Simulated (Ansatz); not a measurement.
Relaxed AlSb (zinc blende):

```xyz
2
Lattice="0.0000 3.1128 3.1128 3.1128 0.0000 3.1128 3.1128 3.1128 0.0000" Properties=species:S:1:pos:R:3 pbc="T T T"
Sb     4.6691     4.6691     4.6691
Al     0.0000     0.0000     0.0000
```

In this cell atom 2 (Al, nearest neighbour Sb at 2.696 Å; its periodic images, 4.4 Å or more away, move with it) is moved by s along Cartesian [111], unit vector (0.577, 0.577, 0.577); all other atoms and the cell stay fixed.

Calculation: PBE (plane waves to 420 eV, PAW, scalar-relativistic; Ansatz, a first-principles code). k mesh 10×10×10 (Γ-centred), Fermi-Dirac smearing 0.05 eV. Energies are smeared free energies. Compression counts positive. F∥ is the force on the atom along that direction. AlSb was relaxed with its symmetry unable to fall. Spin-orbit coupling is left out, though Sb is heavy. The zero of ΔE is the undisplaced structure.

| s (Å) | F∥ (eV/Å) | P (GPa) | ΔE (meV/cell) |
|---|---|---|---|
| -0.270 | 2.915 | 1.60 | ___ |
| -0.216 | 2.171 | 0.96 | 213 |
| -0.162 | 1.516 | 0.50 | 114 |
| -0.108 | 0.940 | ___ | 48 |
| -0.054 | 0.436 | 0.04 | 11 |
| 0.000 | 0.000 | -0.01 | 0 |
| 0.054 | -0.373 | 0.03 | 10 |
| 0.108 | -0.687 | 0.15 | 39 |
| 0.162 | -0.944 | 0.32 | 84 |
| 0.216 | -1.145 | 0.54 | 140 |
| 0.270 | -1.295 | 0.79 | 206 |

Problem. Complete the blanks.

Solution. 
- -0.270, ΔE (meV/cell): 350
- -0.108, P (GPa): 0.20

(For displaced atoms, the force is minus the slope of the energy, and its curvature is a force constant, which sets phonon frequencies.)
